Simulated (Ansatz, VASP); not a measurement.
# Si2HF (H-SiSi-F chair bilayer, AB) in two plane-wave programs, part 2 of 2

Wanted: the spread between two codes on one cell, functional and k mesh. Of the first pair: The structure shown is the start of the Ansatz relaxation below; VASP solves that cell, so the two are compared at the walk's first step.

VASP 6.6.1 and Ansatz 0.2.0.

So far: The starting structure; Ansatz: relaxation, LDA; VASP: single point, LDA, start cell, pair 1.

### 4. Side by side

Known differences besides the potentials themselves: Ansatz cuts the interaction across the vacuum, VASP repeats the sheet with a dipole correction; the cutoff is 420 eV in Ansatz and 520 eV in VASP; VASP's log shows a relativistic correction to its local exchange, Ansatz's none. Total energies have different zeros and are not compared.

Forces (eV/Å; atoms numbered as in POSCAR):

```
atom        Ansatz x, y, z          VASP x, y, z
  F1   0.000, 0.000, 2.194   0.000, 0.000, 2.013
  F2   0.000, 0.000, 1.935   0.000, 0.000, 1.752
 Si3  0.000, 0.000, -2.768  0.000, 0.000, -2.599
 Si4  0.000, 0.000, -1.013  0.000, 0.000, -0.995
 Si5  0.000, 0.000, -2.425  0.000, 0.000, -2.249
 Si6  0.000, 0.000, -1.184  0.000, 0.000, -1.171
  H7   0.000, 0.000, 1.637   0.000, 0.000, 1.630
  H8   0.000, 0.000, 1.625   0.000, 0.000, 1.618
```

The forces differ by 72 meV/Å r.m.s., which is 6.9 % of the r.m.s. force of 1.052 eV/Å (both taken over all components). With vacuum in the cell, a pressure given here is an average over mostly empty space and none of the material.

### 5. Ansatz: relaxation, LDA

This run makes the geometry at which the two programs are then compared.

The structure compared here is the end of the Ansatz relaxation.

Contents of input.yaml:

```yaml
crystal:
  lattice:
    - [3.663, 0.0, 0.0]
    - [-1.8315, 3.1722510541, 0.0]
    - [0.0, 0.0, 28.18]
  atoms:
    - { symbol: F, position: [0.6666666667, 0.3333333333, 0.3193754436] }
    - { symbol: Si, position: [0.6666666667, 0.3333333333, 0.378992193] }
    - { symbol: Si, position: [0.3333333333, 0.6666666667, 0.4052519517] }
    - { symbol: H, position: [0.3333333333, 0.6666666667, 0.4556422995] }
    - { symbol: F, position: [0.0, 0.0, 0.5443577005] }
    - { symbol: Si, position: [0.0, 0.0, 0.60397445] }
    - { symbol: Si, position: [0.6666666667, 0.3333333333, 0.6302342087] }
    - { symbol: H, position: [0.6666666667, 0.3333333333, 0.6806245564] }
  periodic: [true, true, false]
kpoints:
  mp_grid: { grid: [12, 12, 1] }
hamiltonian:
  xc: lda
scf:
  occupations: { method: fermi_dirac, width: 0.05 }
  convergence: { dr2_threshold: 1.0e-09 }
relax:
  f_tol: 0.004
  max_steps: 90
  cell: {}
output:
  write_potential: true
  write_density: true
  volumetric_format: npy
```

On the command line:

```sh
> ansatz run input.yaml --threads 2 --pin off --max-ram 3072MiB --backend cpu --events-out ev --progress --plain --runs-dir out
```

Numbers of over 12 decimals in the logs are rounded to 6 here.

Log:

```text
[...]
SCF iter   5: F=—  HF=-4054.039056 eV  |F-HF|=—  |Δ(HF+E_count)|=   5.37e-6  Δρ=8.37e-6  dr2=1.41e-6  ethr=1.35e-7  ⟨swp⟩=2.4  Hψ=614  notcnv=0
[...]
SCF iter   8: F=-4054.039048 eV  HF=-4054.039048 eV  |F-HF|=2.28e-10  |Δ(HF+E_count)|=   2.53e-9  Δρ=3.32e-7  dr2=6.33e-10  ethr=3.13e-12  ⟨swp⟩=11.5  Hψ=3281  notcnv=0
[...]
- { symbol: Si, position: [0.666667, 0.333333, 0.254578] }
    - { symbol: Si, position: [0.333333, 0.666667, 0.270439] }
    - { symbol: H, position: [0.333333, 0.666667, 0.304461] }
    - { symbol: F, position: [1.6006211279509565e-17, -4.625929269810016e-18, 0.335502] }
    - { symbol: Si, position: [1.4484238457864245e-17, -4.625929269810026e-18, 0.371840] }
    - { symbol: Si, position: [0.666667, 0.333333, 0.387540] }
    - { symbol: H, position: [0.666667, 0.333333, 0.421610] }
[key lines of the parts left out:]
SCF converged after 6 iterations
Free energy (F): -4054.042085 eV
Fermi energy:    -5.088753 eV
P = ½ c Tr σ = 0.0158 N/m
```

### 6. VASP: single point, LDA, relaxed cell, pair 2

The same cell, functional (in two slightly different forms), mesh and smearing now go to VASP, with its own data sets.

Contents of INCAR:

```
SYSTEM = Si2HF
PREC = Accurate
ENCUT = 520
EDIFF = 1E-06
NELM = 120
ISMEAR = -1
SIGMA = 0.05
LREAL = .FALSE.
ALGO = Normal
GGA = PW92
NBANDS = 24
LORBIT = 11
LWAVE = .FALSE.
LCHARG = .FALSE.
ISIF = 2
LDIPOL = .TRUE.
IDIPOL = 3
DIPOL = 0.5 0.5 0.321
LVHAR = .TRUE.
LASPH = .TRUE.
GGA_COMPAT = .FALSE.
NELMDL = -8
KPAR = 2
```

Contents of POSCAR:

```
Si2HF
1.0
    3.8682687768      0.0000000000      0.0000000000
   -1.9341343884      3.3500190294      0.0000000000
    0.0000000000      0.0000000000     44.1599999974
F Si H
2 4 2
Direct
    0.6666666667      0.3333333333      0.2183419224
    0.0000000000      1.0000000000      0.3355017589
    0.6666666667      0.3333333333      0.2545783132
    0.3333333334      0.6666666666      0.2704386847
    0.0000000000      1.0000000000      0.3718395642
    0.6666666667      0.3333333333      0.3875402321
    0.3333333334      0.6666666666      0.3044609661
    0.6666666667      0.3333333333      0.4216101528
```

Contents of KPOINTS:

```
Automatic mesh
0
Gamma
12 12 1
0 0 0
```

The projector-augmented-wave data sets are F, Si and H (LDA family, release 64).

On the command line:

```sh
> mpirun -np 2 vasp_std
```

Log:

```text
[banner, memory and clock lines left out]
running    2 mpi-ranks, on    1 nodes
[...]
[... a notice as in an earlier step ...]

 LDA part: xc-table for (Slater(with rela. corr.)+PW92), standard interpolation
 POSCAR, INCAR and KPOINTS ok, starting setup
[...]
entering main loop
       N       E                     dE             d eps       ncg     rms          rms(c)
DAV:   1     0.242891061731E+03    0.24289E+03   -0.10443E+04  1024   0.914E+02
DAV:   2    -0.556999789179E+00   -0.24345E+03   -0.23161E+03  1400   0.200E+02
DAV:   3    -0.428773510663E+02   -0.42320E+02   -0.41938E+02  1176   0.972E+01
DAV:   4    -0.439914300954E+02   -0.11141E+01   -0.11108E+01  1184   0.181E+01
[...]
DAV:  26    -0.417005987259E+02   -0.23955E-05   -0.39576E-08   864   0.671E-04    0.118E-04
DAV:  27    -0.417006000233E+02   -0.12974E-05   -0.18349E-08   872   0.488E-04    0.899E-05
DAV:  28    -0.417006007945E+02   -0.77121E-06   -0.98698E-09   856   0.378E-04
   1 F= -.41700601E+02 E0= -.41699424E+02  d E =-.235279E-02
```

From OUTCAR (step 6):

```text
  Total       -0.1059173     -0.1059173      0.7358297      0.0000000      0.0000000      0.0000000
  in kB       -0.2965409     -0.2965409      2.0601314      0.0000000      0.0000000      0.0000000
  external PRESSURE =       0.4890165 kB  Pullay stress =       0.0000000 kB

 POSITION                                       TOTAL-FORCE (eV/Angst)
 -----------------------------------------------------------------------------------
      1.93413      1.11667      9.64198         0.000000     -0.000000     -0.264434
      0.00000      0.00000     14.81576         0.000000      0.000000     -0.262826
      1.93413      1.11667     11.24218        -0.000000     -0.000000      0.249476
      0.00000      2.23335     11.94257        -0.000000     -0.000000      0.018784
      0.00000      0.00000     16.42044        -0.000000     -0.000000      0.257392
      1.93413      1.11667     17.11378        -0.000000     -0.000000      0.010481
      0.00000      2.23335     13.44500        -0.000000     -0.000000     -0.004756
      1.93413      1.11667     18.61830        -0.000000     -0.000000     -0.004115
 -----------------------------------------------------------------------------------
    total drift:                               -0.000000      0.000000     -0.001778

  FREE ENERGIE OF THE ION-ELECTRON SYSTEM (eV)
  ---------------------------------------------------
  free  energy   TOTEN  =       -41.7006007945 eV

  energy  without entropy=      -41.6982480004  energy(sigma->0) =      -41.69942440

[... 1 part as in an earlier step ...]

[... 2 further parts left out ...]
[key lines of the parts left out:]
E-fermi :  -3.2401
```

### 7. Side by side

Forces (eV/Å; atoms numbered as in POSCAR):

```
atom        Ansatz x, y, z          VASP x, y, z
  F1  0.000, 0.000, -0.002  0.000, 0.000, -0.264
  F2  0.000, 0.000, -0.001  0.000, 0.000, -0.263
 Si3   0.000, 0.000, 0.001   0.000, 0.000, 0.249
 Si4   0.000, 0.000, 0.001   0.000, 0.000, 0.019
 Si5   0.000, 0.000, 0.002   0.000, 0.000, 0.257
 Si6  0.000, 0.000, -0.001   0.000, 0.000, 0.010
  H7   0.000, 0.000, 0.000  0.000, 0.000, -0.005
  H8  0.000, 0.000, -0.001  0.000, 0.000, -0.004
```

The forces differ by 105 meV/Å r.m.s., where the r.m.s. force is 0.001 eV/Å in Ansatz and 0.106 eV/Å in VASP: the atoms lie near their places of rest in Ansatz, so a percentage would say little (all taken over all components). With vacuum in the cell, a pressure given here is an average over mostly empty space and none of the material.

### 8. What came out

- r.m.s. force difference (single point, LDA, start cell, pair 1): 6.9 % of the r.m.s. force
- r.m.s. force difference (single point, LDA, relaxed cell, pair 2): 105 meV/Å

What this shows: The r.m.s. force difference is 105 meV/Å (single point, LDA, relaxed cell, pair 2), beyond the 12 meV/Å picked in this series as the mark of a large difference. What causes the difference of the single point, LDA, start cell, pair 1 pair stays open here. What causes the difference of the single point, LDA, relaxed cell, pair 2 pair stays open here. How closely two codes agree says nothing of how well the functional describes the real material.

[Lines on the potential files, build, host, timing and source positions are cut from VASP's logs without a mark.]

[Logs are printed without paths, hosts, clocks, repeated set-up lines and the standing remarks that a program may print on its own settings, such as how far it seeks lower states.]

[Hosts, paths, dates, database ids (printed as entryN), source tags and the programs' standing remarks are cut or masked in the printed files.]
